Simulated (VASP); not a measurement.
# PbS: convergence, relaxation of the atoms

PbS, P1 (no. 1), 8 atoms in the cell. PBE, relaxation of the atoms; PAW potentials Pb_d, S (PBE set). VASP 6.6.1.

Wanted: energy within 1 meV/atom; two shortest distances of each atom within 0.01 Å.

POSCAR:
```
PbS
1.0
   -4.2253234100     -2.4394916100      3.4519162500
    4.2253234100     -2.4394916100      3.4519162500
    0.0000000000      4.8789832200      3.4519162500
Pb S
4 4
Direct
    0.9739100000      0.9844860000      0.9850960000
    0.4878060000      0.4713480000      0.9866640000
    0.4825120000      0.9786170000      0.4830470000
    0.9795330000      0.4892660000      0.4790340000
    0.4764740000      0.4693090000      0.4648090000
    0.9658370000      0.9805660000      0.4679960000
    0.9805730000      0.4726620000      0.9671960000
    0.4757600000      0.9761510000      0.9885630000
```

The series start from Force threshold EDIFFG (eV/Å): -0.02; Electronic threshold EDIFF (eV): 1e-6; Relaxation method: conjugate gradient, POTIM 0.5; Mixing and least electronic steps: default. Each series keeps the choices made before it, and each single choice may use up half of a tolerance.

## Force threshold EDIFFG (eV/Å)

| Force threshold EDIFFG (eV/Å) | Energy less reference (meV/atom) | Two shortest distances of each atom, largest deviation (Å) | SCF iterations | Time (s) |
|---|---|---|---|---|
| -0.1 | 0.4 | 0.020 | 37 | 28 |
| -0.05 | 0.2 | 0.014 | 48 | 42 |
| -0.03 | 0.0 | 0.003 | 55 | 50 |
| -0.02 | 0.0 | 0.003 | 55 | 36 |
| -0.01 | 0.0 | 0.004 | 65 | 59 |
| -0.005 | 0.0 | 0.001 | 73 | 75 |
| -0.002 (reference) | 0.0 | 0.000 | 88 | 91 |

Chosen: -0.03, the loosest value from which every tighter one stays within half of the tolerance.

## Electronic threshold EDIFF (eV)

| Electronic threshold EDIFF (eV) | Energy less reference (meV/atom) | Two shortest distances of each atom, largest deviation (Å) | SCF iterations | Time (s) |
|---|---|---|---|---|
| 0.001 | 0.2 | 0.011 | 60 | 64 |
| 0.0001 | 0.1 | 0.007 | 39 | 43 |
| 1e-5 | 0.0 | 0.002 | 46 | 47 |
| 1e-6 | 0.0 | 0.001 | 55 | 50 |
| 1e-7 (reference) | 0.0 | 0.000 | 66 | 69 |

Chosen: 1e-5.

## Relaxation method

| Relaxation method | Energy less reference (meV/atom) | Two shortest distances of each atom, largest deviation (Å) | SCF iterations | Time (s) |
|---|---|---|---|---|
| conjugate gradient, POTIM 0.5 | 0.0 | 0.000 | 46 | 47 |
| conjugate gradient, POTIM 0.2 | 0.0 | 0.002 | 49 | 52 |
| conjugate gradient, POTIM 1.0 | 0.0 | 0.002 | 46 | 52 |
| quasi-Newton, POTIM 0.5 | 0.0 | 0.007 | 45 | 41 |
| quasi-Newton, POTIM 0.3, 10 steps kept | 0.0 | 0.002 | 46 | 51 |
| quasi-Newton, POTIM 0.5, at least 5 electronic steps | 0.0 | 0.007 | 46 | 50 |
| damped dynamics, POTIM 0.2, SMASS 0.4 | 0.1 | 0.008 | 61 | 78 |
| damped dynamics, POTIM 0.4, SMASS 0.8 | 0.2 | 0.013 | 57 | 73 |
| velocity quench, POTIM 0.1 | 0.1 | 0.011 | 49 | 60 |

Chosen: conjugate gradient, POTIM 0.5; no other choice that stays within half of the tolerance saves 30 % of the time.

## Mixing and least electronic steps

| Mixing and least electronic steps | Energy less reference (meV/atom) | Two shortest distances of each atom, largest deviation (Å) | SCF iterations | Time (s) |
|---|---|---|---|---|
| default | 0.0 | 0.000 | 46 | 47 |
| MAXMIX 40 | 0.0 | 0.002 | 43 | 51 |
| NELMIN 4 | 0.0 | 0.002 | 47 | 53 |
| NELMIN 4, MAXMIX 40 | 0.0 | 0.002 | 43 | 50 |
| ALGO Fast | 0.0 | 0.003 | 70 | 84 |

Chosen: default.

## All choices together

| Input | Energy less reference (meV/atom) | Two shortest distances of each atom, largest deviation (Å) | Time (s) |
|---|---|---|---|
| program defaults (naive) | 0.2 | 0.015 | 22 |
| chosen settings | 0.1 | 0.004 | 47 |
| reference settings throughout | 0.0 | 0.000 | 114 |

The tolerance is met.

## The input

INCAR:
```
SYSTEM = PbS
ALGO = Normal ; EDIFF = 1E-5
EDIFFG = -0.03 ; ENCUT = 300
IBRION = 2 ; ISIF = 2
ISMEAR = 0 ; KPAR = 8
LASPH = .TRUE. ; LCHARG = .FALSE.
LREAL = .FALSE. ; LWAVE = .FALSE.
NELM = 100 ; NSW = 150
POTIM = 0.5 ; PREC = Normal
SIGMA = 0.05
```

KPOINTS:
```
k-points
0
Gamma
  3 3 3
```

Commands:
```
cat potpaw_PBE.64/Pb_d/POTCAR potpaw_PBE.64/S/POTCAR > POTCAR
mpirun -np 8 vasp_std > vasp.out
```

Limits: the start was distorted on purpose (atoms moved at random), so the space group given is the start's and not the crystal's.

The chosen input took VASP 6.6.1 47 s on 8 cores (AMD EPYC 7R43 (Zen 3)), a shared host.

## An input that fails: no relaxation method typed, so the run becomes molecular dynamics without a time step

VASP's message: Fatal error! IBRION=0, but no entry for POTIM on file INCAR. MUST be specified!.

Changes against the starting input:
```
- IBRION = 2
- POTIM = 0.5
```
